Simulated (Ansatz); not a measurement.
## PbSe, space group Cmcm: a band structure, step by step

Computed with Ansatz 0.2.0, Python API.

Notebook, run cell by cell (the value of a cell's last expression is shown):

**Cell 1**
```python
import ansatz as az
from ase import Atoms
import numpy as np
```

**Cell 2**
```python
atoms = Atoms(
    ["Pb", "Pb", "Se", "Se"],
    scaled_positions=[
        [0.631761, 0.368239, 0.75],
        [0.368239, 0.631761, 0.25],
        [0.86129, 0.13871, 0.75],
        [0.13871, 0.86129, 0.25],
    ],
    cell=[
        [2.154877, -6.133947, 0.0],
        [2.154877, 6.133947, 0.0],
        [0.0, 0.0, 4.450494],
    ],
    pbc=True,
)
system = az.Crystal.from_ase(atoms)
```

**Cell 3**
```python
[site.symbol for site in system.resolved().sites]
```
Output:
```text
['Pb', 'Pb', 'Se', 'Se']
```

**Cell 4**
```python
# high-symmetry points in fractions of the reciprocal vectors
path = [
    ("G", (0.0, 0.0, 0.0)),
    ("S", (0.0, 0.5, 0.0)),
    ("R", (0.0, 0.5, 0.5)),
    ("Z", (0.0, 0.0, 0.5)),
    ("T", (-0.5, 0.5, 0.5)),
]
calc = (
    system.calculation()
    .occupations("fixed")
    .kpoints(6, 6, 4)
    .functional(az.Functional.LDA)
    .band_structure([point for _, point in path], intervals=4)
    .scf(extra_bands=6)
    .density()
)
planned = calc.session().plan(threads=1)
facts = planned.describe()
print("plan:", facts["n_bands"], "bands,", len(facts["kpoints_frac"]), "k-points, plane waves", facts["n_pw_range"], "grid", facts["fft_dense"])
done = planned.execute()
r = done.report
```
Output:
```text
DeckWarning: basis.ecutwfc = 420 eV, auto-derived from the records' recommended cutoffs: set by Pb (normal level)
plan: 36 bands, 39 k-points, plane waves [2272, 2324] grid [45, 45, 30]
```

**Cell 5**
```python
r["kweights"]
```
Output:
```text
[0.006944444444444444, 0.013888888888888888, 0.006944444444444444, 0.027777777777777776,
 0.05555555555555555, 0.027777777777777776, 0.027777777777777776, 0.05555555555555555,
 0.027777777777777776, 0.013888888888888888, 0.027777777777777776, 0.013888888888888888,
 0.013888888888888888, 0.027777777777777776, 0.013888888888888888, 0.027777777777777776,
 0.05555555555555555, 0.027777777777777776, 0.027777777777777776, 0.05555555555555555,
 0.027777777777777776, 0.027777777777777776, 0.05555555555555555, 0.027777777777777776,
 0.013888888888888888, 0.027777777777777776, 0.013888888888888888, 0.013888888888888888,
 0.027777777777777776, 0.013888888888888888, 0.027777777777777776, 0.05555555555555555,
 0.027777777777777776, 0.013888888888888888, 0.027777777777777776, 0.013888888888888888,
 0.006944444444444444, 0.013888888888888888, 0.006944444444444444]
```

**Cell 6**
```python
{key: value for key, value in r.items() if isinstance(value, (int, float)) and "ev" in key}
```
Output:
```text
{'gap_by_band_count_ev': 1.1064854293981412,
 'fermi_energy_ev': 7.732550924084396,
 'harris_foulkes_ev': -33973.04000745549,
 'free_energy_ev': -33973.040007449694,
 'internal_energy_ev': -33973.040007449694,
 'lagrangian_ev': -33973.040007449694,
 'energy_sigma0_ev': -33973.040007449694,
 'lagrangian_sigma0_ev': -33973.040007449694,
 'entropy_ts_ev': 0.0,
 'loop_fermi_energy_ev': 7.732550924116574,
 'occupations_fermi_energy_ev': 7.732550924084396}
```

**Cell 7**
```python
r["kpoints_frac"][:4]
```
Output:
```text
[[0.0, 0.0, 0.0], [0.0, 0.0, 0.25], [0.0, 0.0, -0.5], [0.0, 0.16666666666666666, 0.0]]
```

**Cell 8**
```python
energy = r["free_energy_ev"]
print("F of the PbSe cell: {:.6f} eV = {:.6f} Ry = {:.6f} Ha".format(energy, energy / 13.605693, energy / 27.211386))
print("Fermi level {:.4f} eV, {} k-points, {} symmetry operations".format(r["fermi_energy_ev"], r["n_kpoints"], r["n_symmetry_ops"]))

rho = done.density()
total = sum(ch.density_e_per_ang3 for ch in rho.channels[:2]) if len(rho.channels) < 3 else rho.channels[0].density_e_per_ang3
print("grid", rho.dims, "electrons", round(float(total.mean() * rho.cell_volume_ang3), 4))
profile = total.mean(axis=(1, 2))
print("planar average along grid axis 0 (e/A^3):")
print(np.array2string(profile[:: max(len(profile) // 16, 1)], precision=4))
```
Output:
```text
F of the PbSe cell: -33973.040007 eV = -2496.972408 Ry = -1248.486204 Ha
Fermi level 7.7326 eV, 39 k-points, 8 symmetry operations
grid (45, 45, 30) electrons 60.0
planar average along grid axis 0 (e/A^3):
[0.313  0.392  0.6061 0.7736 0.6929 0.5114 0.4381 0.4598 0.4903 0.4777
 0.4344 0.4051 0.4156 0.4571 0.4901 0.4786 0.4427 0.458  0.5965 0.7634
 0.7139 0.4882 0.3326]
```

**Cell 9**
```python
bands = done.band_structure()
fermi = bands.fermi_energy_ev
print(f"zero of the bands: {fermi:.3f} eV, the Fermi level found on the SCF mesh")
levels = bands.channels[0].eigenvalues_ev - fermi
filled = round(r["n_electrons"]) // 2
valence, conduction = levels[:, filled - 1], levels[:, filled]
print("k (fractions)              top valence  bottom conduction (eV)")
for k, lo, hi in zip(bands.kpoints_frac, valence, conduction):
    print(f"{k[0]:7.3f} {k[1]:7.3f} {k[2]:7.3f} {lo:12.3f} {hi:13.3f}")
print(f"on this path: least direct gap {np.min(conduction - valence):.3f} eV, least gap {conduction.min() - valence.max():.3f} eV")
```
Output:
```text
zero of the bands: 7.733 eV, the Fermi level found on the SCF mesh
k (fractions)              top valence  bottom conduction (eV)
  0.000   0.000   0.000       -0.336         4.429
  0.000   0.125   0.000       -0.353         3.428
  0.000   0.250   0.000       -0.317         2.257
  0.000   0.375   0.000       -0.008         1.447
  0.000   0.500   0.000       -0.216         1.475
  0.000   0.500   0.125       -0.391         1.900
  0.000   0.500   0.250       -0.980         2.605
  0.000   0.500   0.375       -1.150         2.782
  0.000   0.500   0.500       -1.221         3.137
  0.000   0.375   0.500       -1.379         3.406
  0.000   0.250   0.500       -1.478         3.577
  0.000   0.125   0.500       -0.648         2.233
  0.000   0.000   0.500        0.000         1.495
 -0.125   0.125   0.500       -0.054         1.565
 -0.250   0.250   0.500       -0.170         1.655
 -0.375   0.375   0.500       -0.292         1.499
 -0.500   0.500   0.500       -0.382         1.279
on this path: least direct gap 1.456 eV, least gap 1.279 eV
```

Reading the output:
- Total energies depend on the potentials; only differences at equal settings carry meaning. A total without «per atom» is that of the cell as typed.
- Spin-orbit coupling, left out here, can change this gap by several tenths of an eV, and inverted bands can meet off the mesh.
- The computed bands are complete only to about 3.1 eV above the Fermi level.
- With fixed filling the reported Fermi level is the top filled level among the k-points of the SCF.
- An absolute Fermi energy rests on an arbitrary zero of the periodic potential and has no direct meaning.
- Densities and potentials on the grid are those of the valence electrons, and inside the cores they hang on the potentials used.
- This cell is a computed structure, which may not be the phase found in nature.
- Gaps and levels are Kohn-Sham values on a finite set of k-points, without spin-orbit coupling.
- Warnings are shown shortened and without file and line.
- Timing: 10 s on 1 thread of Intel(R) Xeon(R) Processor @ 2.30GHz, with other jobs on the host, peak memory 0.61 GiB.
